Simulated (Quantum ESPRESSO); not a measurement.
# C in Quantum ESPRESSO: a series of runs

The runs below take C through work function, with PBE.

All numbers are computed with Quantum ESPRESSO 7.5; they aren't measurements. Logs are shortened: lines on timing, memory, paths and dates and some standing lists are left out, and cuts for length are marked.

### 1 Starting point

The cell holds a slab with vacuum, 6 atoms: a = 2.470 Å, b = 2.470 Å, c = 21.824 Å, α = 90.00°, β = 90.00°, γ = 120.00°.

The slab is cut from a database's or a generator's crystal, which needn't be the stable form of the element.

### 2 Work function, PBE

pw.in reads:

```
&CONTROL
  calculation = 'scf'
  prefix = 'pwscf'
  outdir = './tmp'
  pseudo_dir = './pseudo'
  tprnfor = .true.
  disk_io = 'low'
  tefield = .true.
  dipfield = .true.
/
&SYSTEM
  ibrav = 0
  celldm(1) = 8
  nat = 6
  ntyp = 1
  ecutwfc = 82
  nbnd = 19
  occupations = 'smearing'
  smearing = 'fd'
  degauss = 0.00367493
  edir = 3
  emaxpos = 0.9771
  eopreg = 0.0458
  eamp = 0
/
&ELECTRONS
  conv_thr = 6d-09
  electron_maxstep = 150
  mixing_beta = 0.3
  mixing_mode = 'local-TF'
/
ATOMIC_SPECIES
C     12.0110 C.upf
CELL_PARAMETERS alat
  0.5834526599711   0.0000000000000   0.0000000000000
 -0.2917263299904   0.5052848254434   0.0000000000000
  0.0000000000000   0.0000000000000   5.1551610571908
ATOMIC_POSITIONS crystal
C      0.0000000000    0.0000000000    0.3436591451
C      0.3333333333    0.6666666666    0.3452147755
C      0.0000000000    0.0000000000    0.4992221848
C      0.6666666667    0.3333333334    0.5007778152
C      0.0000000000    0.0000000000    0.6547852245
C      0.3333333333    0.6666666666    0.6563408549
K_POINTS automatic
2 2 1 0 0 0
```

pp_density.in reads:

```
&INPUTPP
  prefix = 'pwscf'
  outdir = './tmp'
  filplot = 'density.dat'
  plot_num = 0
/
&PLOT
  nfile = 1
  filepp(1) = 'density.dat'
  iflag = 3
  output_format = 6
  fileout = 'density.cube'
/
```

pp_potential.in reads:

```
&INPUTPP
  prefix = 'pwscf'
  outdir = './tmp'
  filplot = 'potential.dat'
  plot_num = 11
/
&PLOT
  nfile = 1
  filepp(1) = 'potential.dat'
  iflag = 3
  output_format = 6
  fileout = 'potential.cube'
/
```

pp_elf.in reads:

```
&INPUTPP
  prefix = 'pwscf'
  outdir = './tmp'
  filplot = 'elf.dat'
  plot_num = 8
/
&PLOT
  nfile = 1
  filepp(1) = 'elf.dat'
  iflag = 3
  output_format = 6
  fileout = 'elf.cube'
/
```

Potentials or basis: PseudoDojo 0.4.1 SR PBE standard.

Started as:

```bash
$ OMP_NUM_THREADS=1 mpirun -n 2 pw.x -in pw.in > pw.out
$ OMP_NUM_THREADS=1 mpirun -n 1 pp.x -in pp_density.in > pp_density.out
$ OMP_NUM_THREADS=1 mpirun -n 1 pp.x -in pp_potential.in > pp_potential.out
$ OMP_NUM_THREADS=1 mpirun -n 1 pp.x -in pp_elf.in > pp_elf.out
```

pw.out:

```text
This program is part of the open-source Quantum ESPRESSO suite
     for quantum simulation of materials; please cite
         "P. Giannozzi et al., J. Phys.:Condens. Matter 21 395502 (2009);
         "P. Giannozzi et al., J. Phys.:Condens. Matter 29 465901 (2017);
         "P. Giannozzi et al., J. Chem. Phys. 152 154105 (2020);
     in publications or presentations arising from this work. More details at

     Presently no symmetry can be used with electric field

     Subspace diagonalization in iterative solution of the eigenvalue problem:
     a serial algorithm will be used

     --------------------
     sticks:   dense  smooth     PW     G-vecs:    dense   smooth      PW
     Min         249     249     81                39147    39147    7417
     Max         250     250     82                39168    39168    7426
     Sum         499     499    163                78315    78315   14843

     Using Slab Decomposition

     bravais-lattice index     =            0
     lattice parameter (alat)  =       8.0000  a.u.
     unit-cell volume          =     778.1334 (a.u.)^3
     number of atoms/cell      =            6
     number of atomic types    =            1
     number of electrons       =        24.00
     number of Kohn-Sham states=           19
     kinetic-energy cutoff     =      82.0000  Ry
     charge density cutoff     =     328.0000  Ry
     scf convergence threshold =      6.0E-09
     mixing beta               =       0.3000
     number of iterations used =            8  local-TF  mixing
     Exchange-correlation= PBE
                           (   1   4   3   4   0   0   0)

     celldm(1)=   8.000000  celldm(2)=   0.000000  celldm(3)=   0.000000
     celldm(4)=   0.000000  celldm(5)=   0.000000  celldm(6)=   0.000000

     crystal axes: (cart. coord. in units of alat)
               a(1) = (   0.583453   0.000000   0.000000 )
               a(2) = (  -0.291726   0.505285   0.000000 )
               a(3) = (   0.000000   0.000000   5.155161 )

     reciprocal axes: (cart. coord. in units 2 pi/alat)
               b(1) = (  1.713935  0.989541 -0.000000 )
               b(2) = (  0.000000  1.979082  0.000000 )
               b(3) = (  0.000000 -0.000000  0.193980 )

     PseudoPot. # 1 for C  read from file:
     C.upf
     Pseudo is Norm-conserving + core correction, Zval =  4.0
     Generated using ONCVPSP code by D. R. Hamann
     Using radial grid of 1248 points,  4 beta functions with:
                l(1) =   0
                l(2) =   0
                l(3) =   1
                l(4) =   1

     atomic species   valence    mass     pseudopotential
     C                 4.00    12.01100     C ( 1.00)

     No symmetry found

   Cartesian axes

     site n.     atom                  positions (alat units)
         1        C      tau(   1) = (   0.0000000   0.0000000   1.7716182  )
         2        C      tau(   2) = (  -0.0000000   0.3368566   1.7796378  )
         3        C      tau(   3) = (   0.0000000   0.0000000   2.5735708  )
         4        C      tau(   4) = (   0.2917263   0.1684283   2.5815903  )
         5        C      tau(   5) = (   0.0000000   0.0000000   3.3755233  )
         6        C      tau(   6) = (  -0.0000000   0.3368566   3.3835428  )

     number of k points=     4  Fermi-Dirac smearing, width (Ry)=  0.0037
                       cart. coord. in units 2pi/alat
        k(    1) = (   0.0000000   0.0000000   0.0000000), wk =   0.5000000
        k(    2) = (   0.0000000  -0.9895409   0.0000000), wk =   0.5000000
        k(    3) = (  -0.8569676  -0.4947704   0.0000000), wk =   0.5000000
        k(    4) = (  -0.8569676  -1.4843113   0.0000000), wk =   0.5000000

     Dense  grid:    78315 G-vectors     FFT dimensions: (  27,  27, 240)

     Initial potential from superposition of free atoms

     starting charge      23.9997, renormalised to      24.0000

     negative rho (up, down):  1.924E-05 0.000E+00

     Adding external electric field

     Computed dipole along edir(3) :
        Dipole               -0.0000 Ry au,         -0.0000 Debye
        Dipole field         -0.0000 Ry au,

        Potential amp.        0.0000 Ry
        Total length         39.3524 bohr

     Starting wfcs are   24 randomized atomic wfcs

     Self-consistent Calculation

     iteration #  1     ecut=    82.00 Ry     beta= 0.30
     Davidson diagonalization with overlap
     ethr =  1.00E-02,  avg # of iterations =  6.0

     Adding external electric field

     Computed dipole along edir(3) :
        Dipole               -0.0000 Ry au,         -0.0001 Debye
        Dipole field         -0.0000 Ry au,

        Potential amp.        0.0000 Ry
        Total length         39.3524 bohr

     total energy              =     -72.01516439 Ry
     estimated scf accuracy    <       0.64903103 Ry

     iteration #  2     ecut=    82.00 Ry     beta= 0.30
     Davidson diagonalization with overlap
     ethr =  2.70E-03,  avg # of iterations =  1.0

     negative rho (up, down):  2.081E-04 0.000E+00

     Adding external electric field

     Computed dipole along edir(3) :
        Dipole               -0.0001 Ry au,         -0.0003 Debye
        Dipole field         -0.0000 Ry au,

        Potential amp.        0.0001 Ry
        Total length         39.3524 bohr

     total energy              =     -71.76063511 Ry
     estimated scf accuracy    <       0.44090857 Ry

     iteration #  3     ecut=    82.00 Ry     beta= 0.30
     Davidson diagonalization with overlap
     ethr =  1.84E-03,  avg # of iterations =  2.0

     Adding external electric field

     Computed dipole along edir(3) :
        Dipole               -0.0001 Ry au,         -0.0003 Debye
        Dipole field         -0.0000 Ry au,

        Potential amp.        0.0001 Ry
        Total length         39.3524 bohr

     total energy              =     -71.83410247 Ry
     estimated scf accuracy    <       0.02917726 Ry

     iteration #  4     ecut=    82.00 Ry     beta= 0.30
     Davidson diagonalization with overlap
     c_bands:  2 eigenvalues not converged
     ethr =  1.22E-04,  avg # of iterations =  7.5

     Adding external electric field

     Computed dipole along edir(3) :
        Dipole               -0.0002 Ry au,         -0.0006 Debye
        Dipole field         -0.0000 Ry au,

        Potential amp.        0.0003 Ry
        Total length         39.3524 bohr

     total energy              =     -71.82801738 Ry
     estimated scf accuracy    <       0.03187735 Ry

     iteration #  5     ecut=    82.00 Ry     beta= 0.30
     Davidson diagonalization with overlap
     ethr =  1.22E-04,  avg # of iterations =  3.2

     Adding external electric field

     Computed dipole along edir(3) :
        Dipole               -0.0003 Ry au,         -0.0009 Debye
        Dipole field         -0.0000 Ry au,

        Potential amp.        0.0004 Ry
        Total length         39.3524 bohr

     total energy              =     -71.82897624 Ry
     estimated scf accuracy    <       0.00816412 Ry

     iteration #  6     ecut=    82.00 Ry     beta= 0.30
     Davidson diagonalization with overlap
     ethr =  3.40E-05,  avg # of iterations =  4.0

     negative rho (up, down):  8.860E-03 0.000E+00

     Adding external electric field

     Computed dipole along edir(3) :
        Dipole               -0.0011 Ry au,         -0.0027 Debye
        Dipole field         -0.0000 Ry au,

        Potential amp.        0.0014 Ry
        Total length         39.3524 bohr

     total energy              =     -71.82631687 Ry
     estimated scf accuracy    <       0.00573019 Ry

     iteration #  7     ecut=    82.00 Ry     beta= 0.30
     Davidson diagonalization with overlap
     ethr =  2.39E-05,  avg # of iterations =  7.2

     negative rho (up, down):  6.461E-03 0.000E+00

     Adding external electric field

     Computed dipole along edir(3) :
        Dipole               -0.0024 Ry au,         -0.0060 Debye
        Dipole field         -0.0000 Ry au,

        Potential amp.        0.0030 Ry
        Total length         39.3524 bohr

     total energy              =     -71.82654599 Ry
     estimated scf accuracy    <       0.00216472 Ry

     iteration #  8     ecut=    82.00 Ry     beta= 0.30
     Davidson diagonalization with overlap
     c_bands:  1 eigenvalues not converged
     c_bands:  1 eigenvalues not converged
     c_bands:  1 eigenvalues not converged
     ethr =  9.02E-06,  avg # of iterations = 18.2

     negative rho (up, down):  1.040E-02 0.000E+00

     Adding external electric field

     Computed dipole along edir(3) :
        Dipole               -0.0032 Ry au,         -0.0080 Debye
        Dipole field         -0.0001 Ry au,

        Potential amp.        0.0040 Ry
        Total length         39.3524 bohr

     total energy              =     -71.82660500 Ry
     estimated scf accuracy    <       0.00070660 Ry

     iteration #  9     ecut=    82.00 Ry     beta= 0.30
     Davidson diagonalization with overlap
     ethr =  2.94E-06,  avg # of iterations =  6.5

     negative rho (up, down):  2.484E-03 0.000E+00

     Adding external electric field

     Computed dipole along edir(3) :
        Dipole               -0.0050 Ry au,         -0.0127 Debye
        Dipole field         -0.0001 Ry au,

        Potential amp.        0.0064 Ry
        Total length         39.3524 bohr

     total energy              =     -71.82648065 Ry
     estimated scf accuracy    <       0.00063369 Ry

     iteration # 10     ecut=    82.00 Ry     beta= 0.30
     Davidson diagonalization with overlap
     ethr =  2.64E-06,  avg # of iterations =  6.5

     negative rho (up, down):  2.402E-03 0.000E+00

     Adding external electric field

     Computed dipole along edir(3) :
        Dipole               -0.0054 Ry au,         -0.0137 Debye
        Dipole field         -0.0001 Ry au,
[... 185 lines left out ...]
     iteration # 21     ecut=    82.00 Ry     beta= 0.30
     Davidson diagonalization with overlap
     ethr =  4.43E-11,  avg # of iterations =  1.2

     negative rho (up, down):  1.943E-06 0.000E+00

     Adding external electric field

     Computed dipole along edir(3) :
        Dipole               -0.0055 Ry au,         -0.0140 Debye
        Dipole field         -0.0001 Ry au,

        Potential amp.        0.0070 Ry
        Total length         39.3524 bohr

     total energy              =     -71.82648920 Ry
     estimated scf accuracy    <          8.8E-09 Ry

     iteration # 22     ecut=    82.00 Ry     beta= 0.30
     Davidson diagonalization with overlap
     ethr =  3.65E-11,  avg # of iterations =  2.0

     Adding external electric field

     Computed dipole along edir(3) :
        Dipole               -0.0052 Ry au,         -0.0133 Debye
        Dipole field         -0.0001 Ry au,

        Potential amp.        0.0066 Ry
        Total length         39.3524 bohr

     End of self-consistent calculation

          k = 0.0000 0.0000 0.0000 (  9755 PWs)   bands (ev):

   -18.3273 -18.2194 -18.1076  -7.0317  -6.4080  -5.6958  -1.7186  -1.7186
    -1.6703  -1.6703  -1.6248  -1.6248   4.3604   4.5921   5.4653   6.6727
     6.8086   8.9334   9.1756

          k = 0.0000-0.9895 0.0000 (  9814 PWs)   bands (ev):

   -13.0335 -12.9728 -12.9144 -11.9834 -11.9275 -11.8751  -5.1304  -5.0788
    -5.0307  -1.4170  -1.1424  -0.9251   2.7152   2.8803   3.2046   8.5214
     8.6594   8.8022  12.0981

          k =-0.8570-0.4948 0.0000 (  9814 PWs)   bands (ev):

   -13.0335 -12.9728 -12.9144 -11.9834 -11.9275 -11.8751  -5.1304  -5.0788
    -5.0307  -1.4170  -1.1424  -0.9251   2.7152   2.8803   3.2046   8.5214
     8.6594   8.8022  12.0981

          k =-0.8570-1.4843 0.0000 (  9814 PWs)   bands (ev):

   -13.0335 -12.9728 -12.9144 -11.9834 -11.9275 -11.8751  -5.1304  -5.0788
    -5.0307  -1.4170  -1.1424  -0.9251   2.7152   2.8803   3.2046   8.5214
     8.6594   8.8022  12.0981

     the Fermi energy is     0.8135 ev

!    total energy              =     -71.82648921 Ry
     estimated scf accuracy    <          4.7E-09 Ry
     smearing contrib. (-TS)   =      -0.00000000 Ry
     internal energy E=F+TS    =     -71.82648921 Ry

     The total energy is F=E-TS. E is the sum of the following terms:
     one-electron contribution =    -829.65254315 Ry
     hartree contribution      =     422.30286152 Ry
     xc contribution           =     -25.88211530 Ry
     ewald contribution        =     361.40530728 Ry
     electric field correction =       0.00000044 Ry

     convergence has been achieved in  22 iterations

     Forces acting on atoms (cartesian axes, Ry/au):

     atom    1 type  1   force =     0.00000038   -0.00000000    0.02744729
     atom    2 type  1   force =     0.00000005    0.00000023   -0.02483289
     atom    3 type  1   force =    -0.00000079   -0.00000033    0.02589940
     atom    4 type  1   force =     0.00000010    0.00000039   -0.02590054
     atom    5 type  1   force =     0.00000017   -0.00000012    0.02469133
     atom    6 type  1   force =     0.00000009   -0.00000017   -0.02730459

     Total force =     0.063772     Total SCF correction =     0.000195

=------------------------------------------------------------------------------=
   JOB DONE.
=------------------------------------------------------------------------------=
```

Wall time 19 s (2 MPI ranks of Arm Neoverse V2, shared host); peak memory 0.18 GiB.

These settings aren't checked as converged: the numbers below hold their error.

What came out:

| Item | Value |
| --- | --- |
| Free energy | -977.2492 eV |
| Largest force | 0.706 eV/Å |
| Band gap on the k mesh | 3.64 eV, direct |
| Dipole across the slab | -0.01 D |
| Ionisation potential of the upper face | 6.06 eV |
| Electron affinity of the upper face | 2.42 eV |

Caveat: the k mesh is coarse (spacing up to 1.47 Å⁻¹), so the values aren't converged; ionisation potential and electron affinity come from Kohn-Sham levels, which understate the gap.

(Part 1 of 2 ends here.)
